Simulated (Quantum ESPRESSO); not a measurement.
# Pt (Fm-3m) in Quantum ESPRESSO: notebook, part 2 of 3

Quantum ESPRESSO 7.5.

## (3) Phonons, revPBE

File pw.in:

```
&CONTROL
  calculation = 'scf'
  prefix = 'pwscf'
  outdir = './tmp'
  pseudo_dir = './pseudo'
  tprnfor = .true.
  tstress = .true.
  disk_io = 'low'
/
&SYSTEM
  ibrav = 0
  A = 2.77313137
  nat = 1
  ntyp = 1
  ecutwfc = 45
  ecutrho = 360
  nbnd = 14
  input_dft = 'revpbe'
  occupations = 'smearing'
  smearing = 'mv'
  degauss = 0.01469973
/
&ELECTRONS
  conv_thr = 2d-10
  electron_maxstep = 120
  mixing_beta = 0.5
/
ATOMIC_SPECIES
Pt   195.0840 pt_pbe_v1.4.uspp.F.UPF
CELL_PARAMETERS alat
   0.0000000000    0.7071067823    0.7071067823
   0.7071067823    0.0000000000    0.7071067823
   0.7071067823    0.7071067823    0.0000000000
ATOMIC_POSITIONS alat
Pt     0.0000000000    0.0000000000    0.0000000000
K_POINTS automatic
10 10 10 0 0 0
```

File relax.in:

```
&CONTROL
  calculation = 'vc-relax'
  prefix = 'pwscf'
  outdir = './tmp'
  pseudo_dir = './pseudo'
  tprnfor = .true.
  tstress = .true.
  disk_io = 'low'
  nstep = 40
  forc_conv_thr = 0.0001
  etot_conv_thr = 1d-06
/
&SYSTEM
  ibrav = 0
  A = 2.77313137
  nat = 1
  ntyp = 1
  ecutwfc = 45
  ecutrho = 360
  nbnd = 14
  input_dft = 'revpbe'
  occupations = 'smearing'
  smearing = 'mv'
  degauss = 0.01469973
/
&ELECTRONS
  conv_thr = 2d-10
  electron_maxstep = 120
  mixing_beta = 0.5
/
&IONS
  ion_dynamics = 'bfgs'
/
&CELL
  cell_dynamics = 'bfgs'
  press = 0
  press_conv_thr = 0.2
/
ATOMIC_SPECIES
Pt   195.0840 pt_pbe_v1.4.uspp.F.UPF
CELL_PARAMETERS alat
   0.0000000000    0.7071067823    0.7071067823
   0.7071067823    0.0000000000    0.7071067823
   0.7071067823    0.7071067823    0.0000000000
ATOMIC_POSITIONS alat
Pt     0.0000000000    0.0000000000    0.0000000000
K_POINTS automatic
10 10 10 0 0 0
```

File scf2.in:

```
&CONTROL
  calculation = 'scf'
  prefix = 'pwscf'
  outdir = './tmp'
  pseudo_dir = './pseudo'
  tprnfor = .true.
  tstress = .true.
  disk_io = 'low'
/
&SYSTEM
  ibrav = 0
  A = 2.8135662
  nat = 1
  ntyp = 1
  ecutwfc = 45
  ecutrho = 360
  nbnd = 14
  input_dft = 'revpbe'
  occupations = 'smearing'
  smearing = 'mv'
  degauss = 0.01469973
/
&ELECTRONS
  conv_thr = 1d-13
  electron_maxstep = 120
  mixing_beta = 0.5
  startingpot = 'file'
  startingwfc = 'file'
/
ATOMIC_SPECIES
Pt   195.0840 pt_pbe_v1.4.uspp.F.UPF
CELL_PARAMETERS alat
   0.0000000000    0.7071067821    0.7071067821
   0.7071067821    0.0000000000    0.7071067821
   0.7071067821    0.7071067821    0.0000000000
ATOMIC_POSITIONS alat
Pt     0.0000000000    0.0000000000    0.0000000000
K_POINTS automatic
10 10 10 0 0 0
```

File ph.in:

```
phonons of Pt
&INPUTPH
  prefix = 'pwscf'
  outdir = './tmp'
  tr2_ph = 1d-18
  fildyn = 'dyn'
  niter_ph = 90
  alpha_mix(1) = 0.4
/
0.3535533906 0.7071067812 -0.0000000000
```

Potentials or basis: GBRV 1.5 PBE.

The run is started by

```sh
$ OMP_NUM_THREADS=1 pw.x -in pw.in > pw.out
$ OMP_NUM_THREADS=1 pw.x -in relax.in > relax.out
$ OMP_NUM_THREADS=1 pw.x -in scf2.in > scf2.out
$ OMP_NUM_THREADS=1 ph.x -in ph.in > ph.out
```

pw.out:

```text
This program is part of the open-source Quantum ESPRESSO suite
     for quantum simulation of materials; please cite
         "P. Giannozzi et al., J. Phys.:Condens. Matter 21 395502 (2009);
         "P. Giannozzi et al., J. Phys.:Condens. Matter 29 465901 (2017);
         "P. Giannozzi et al., J. Chem. Phys. 152 154105 (2020);
     in publications or presentations arising from this work. More details at

     IMPORTANT: XC functional enforced from input :
     Exchange-correlation= REVPBE
                           (   1   4   4   4   0   0   0)
     Any further DFT definition will be discarded
     Please, verify this is what you really want

     Message from routine setup:
     using ibrav=0 with symmetry is DISCOURAGED, use correct ibrav instead

     G-vector sticks info
     --------------------
     sticks:   dense  smooth     PW     G-vecs:    dense   smooth      PW
     Sum         673     349    121                11791     4111     869

     Using Slab Decomposition

     bravais-lattice index     =            0
     lattice parameter (alat)  =       5.2405  a.u.
     unit-cell volume          =     101.7637 (a.u.)^3
     number of atoms/cell      =            1
     number of atomic types    =            1
     number of electrons       =        16.00
     number of Kohn-Sham states=           14
     kinetic-energy cutoff     =      45.0000  Ry
     charge density cutoff     =     360.0000  Ry
     scf convergence threshold =      2.0E-10
     mixing beta               =       0.5000
     number of iterations used =            8  plain     mixing
     Exchange-correlation= REVPBE
                           (   1   4   4   4   0   0   0)

     celldm(1)=   5.240459  celldm(2)=   0.000000  celldm(3)=   0.000000
     celldm(4)=   0.000000  celldm(5)=   0.000000  celldm(6)=   0.000000

     crystal axes: (cart. coord. in units of alat)
               a(1) = (   0.000000   0.707107   0.707107 )
               a(2) = (   0.707107   0.000000   0.707107 )
               a(3) = (   0.707107   0.707107   0.000000 )

     reciprocal axes: (cart. coord. in units 2 pi/alat)
               b(1) = ( -0.707107  0.707107  0.707107 )
               b(2) = (  0.707107 -0.707107  0.707107 )
               b(3) = (  0.707107  0.707107 -0.707107 )

     PseudoPot. # 1 for Pt read from file:
     pt_pbe_v1.4.uspp.F.UPF
     Pseudo is Ultrasoft + core correction, Zval = 16.0
     Generated by new atomic code, or converted to UPF format
     Using radial grid of  985 points,  6 beta functions with:
                l(1) =   0
                l(2) =   0
                l(3) =   1
                l(4) =   1
                l(5) =   2
                l(6) =   2
     Q(r) pseudized with  8 coefficients,  rinner =    1.300   1.300   1.300
                                                       1.300   1.300

     atomic species   valence    mass     pseudopotential
     Pt               16.00   195.08400     Pt( 1.00)

     48 Sym. Ops., with inversion, found

   Cartesian axes

     site n.     atom                  positions (alat units)
         1        Pt     tau(   1) = (   0.0000000   0.0000000   0.0000000  )

     number of k points=    47  Marzari-Vanderbilt smearing, width (Ry)=  0.0147
                       cart. coord. in units 2pi/alat
        k(    1) = (   0.0000000   0.0000000   0.0000000), wk =   0.0020000
        k(    2) = (   0.0707107   0.0707107  -0.0707107), wk =   0.0160000
        k(    3) = (   0.1414214   0.1414214  -0.1414214), wk =   0.0160000
        k(    4) = (   0.2121320   0.2121320  -0.2121320), wk =   0.0160000
        k(    5) = (   0.2828427   0.2828427  -0.2828427), wk =   0.0160000
        k(    6) = (  -0.3535534  -0.3535534   0.3535534), wk =   0.0080000
[... 39 lines left out ...]
        k(   46) = (  -0.0707107  -0.3535534   0.6363961), wk =   0.0480000
        k(   47) = (  -0.7071068   0.2828427   0.0000000), wk =   0.0240000

     Dense  grid:    11791 G-vectors     FFT dimensions: (  32,  32,  32)

     Smooth grid:     4111 G-vectors     FFT dimensions: (  24,  24,  24)

     Initial potential from superposition of free atoms

     starting charge      15.5000, renormalised to      16.0000

     negative rho (up, down):  1.880E-01 0.000E+00
     Starting wfcs are   12 randomized atomic wfcs +    2 random wfcs

     Self-consistent Calculation

     iteration #  1     ecut=    45.00 Ry     beta= 0.50
     Davidson diagonalization with overlap
     ethr =  1.00E-02,  avg # of iterations =  4.3

     negative rho (up, down):  1.759E-01 0.000E+00
[... 58 lines left out ...]
     iteration #  8     ecut=    45.00 Ry     beta= 0.50
     Davidson diagonalization with overlap
     ethr =  4.24E-12,  avg # of iterations =  2.0

     negative rho (up, down):  1.759E-01 0.000E+00

     End of self-consistent calculation

          k = 0.0000 0.0000 0.0000 (   531 PWs)   bands (ev):

   -29.9705 -29.9705 -29.9705  12.4188  18.8437  18.8437  18.8437  20.9921
    20.9921  37.2758  42.2403  42.2403  42.2403  47.5551

          k = 0.0707 0.0707-0.0707 (   534 PWs)   bands (ev):
[... 146 lines left out ...]
   -30.4158 -30.1480 -30.1480  15.5522  16.0122  22.6286  23.1220  23.1220
    24.4190  31.5247  34.0615  34.0615  42.7355  46.0242

          k = 0.2828 0.1414 0.0000 (   527 PWs)   bands (ev):

   -30.1801 -30.0524 -30.0127  14.7827  17.8044  19.2195  19.9344  20.3466
    21.8349  37.6965  39.5963  41.8998  42.4188  47.2280

          k = 0.3536 0.2121-0.0707 (   518 PWs)   bands (ev):
[... 71 lines left out ...]
   -30.3242 -30.2415 -30.1510  16.7693  17.3463  18.9544  20.8790  23.1256
    29.6099  29.8770  32.0761  34.6702  46.4029  48.1752

     the Fermi energy is    22.6444 ev

!    total energy              =    -210.73111634 Ry
     estimated scf accuracy    <          4.4E-12 Ry
     smearing contrib. (-TS)   =       0.00007211 Ry
     internal energy E=F+TS    =    -210.73118845 Ry

     The total energy is F=E-TS. E is the sum of the following terms:
     one-electron contribution =     -19.96999777 Ry
     hartree contribution      =      24.59448723 Ry
     xc contribution           =     -56.98239056 Ry
     ewald contribution        =    -158.37328736 Ry

     convergence has been achieved in   8 iterations

     negative rho (up, down):  1.759E-01 0.000E+00

     Forces acting on atoms (cartesian axes, Ry/au):

     atom    1 type  1   force =     0.00000000    0.00000000    0.00000000

     Total force =     0.000000     Total SCF correction =     0.000000

     Computing stress (Cartesian axis) and pressure

     negative rho (up, down):  1.759E-01 0.000E+00
          total   stress  (Ry/bohr**3)                   (kbar)     P=      119.48
   0.00081219   0.00000000   0.00000000          119.48        0.00        0.00
   0.00000000   0.00081219   0.00000000            0.00      119.48        0.00
   0.00000000   0.00000000   0.00081219            0.00        0.00      119.48

=------------------------------------------------------------------------------=
   JOB DONE.
=------------------------------------------------------------------------------=
```

It took 4.2 min on 1 thread of Arm Neoverse V1, shared host; peak memory 0.1 GiB.

What came out:

```yaml
Free_energy: -2867.1695 eV
Relaxed_volume: 15.75 Å³/atom
Relaxed_cell: a = 2.814 Å, b = 2.814 Å, c = 2.814 Å, α = 60.00°, β = 60.00°, γ = 60.00°
Space_group_after_relaxing_to_0.05_Å: Fm-3m (No. 225)
Pressure_after_relaxing: 0.2 GPa
Band_gap_on_the_k_mesh: none (metal or under the smearing width)
Highest_phonon_frequency_at_the_q_point_run: 191 cm⁻¹
```

Step by step:
```csv
step,energy change (eV),largest force (eV/Å),pressure (GPa),volume (Å³)
1,0.0000,0.0000,11.95,15.08
2,-0.0205,0.0000,-3.92,16.02
3,-0.0238,0.0000,-0.40,15.77
4,-0.0238,0.0000,0.02,15.75
5,-0.0238,0.0000,0.00,15.75
```

Final structure:
```
CELL_PARAMETERS angstrom
0.00000 1.98949 1.98949
1.98949 0.00000 1.98949
1.98949 1.98949 0.00000
ATOMIC_POSITIONS crystal
Pt 0.00000 0.00000 0.00000
```

Phonon frequencies in cm⁻¹ (negative: imaginary):
```tsv
q point	frequencies
(0.500, 0.250, 0.750)	141 191 191
```

Phonon modes at q = (0.500, 0.250, 0.750) in reciprocal lattice units:
```
mode  symmetry  cm⁻¹
   1       B_2   141
   2         E   191
   3         E   191
```

Caveat: the mesh is thin for the phonons of a metal; the potentials were made for another functional, which shifts forces and pressure; the q point doesn't lie on the k mesh, which can shift a metal's frequencies strongly unless the mesh is converged. The run has no spin-orbit coupling, so splittings on Pt are missing.

(Continued in part 3 of 3.)
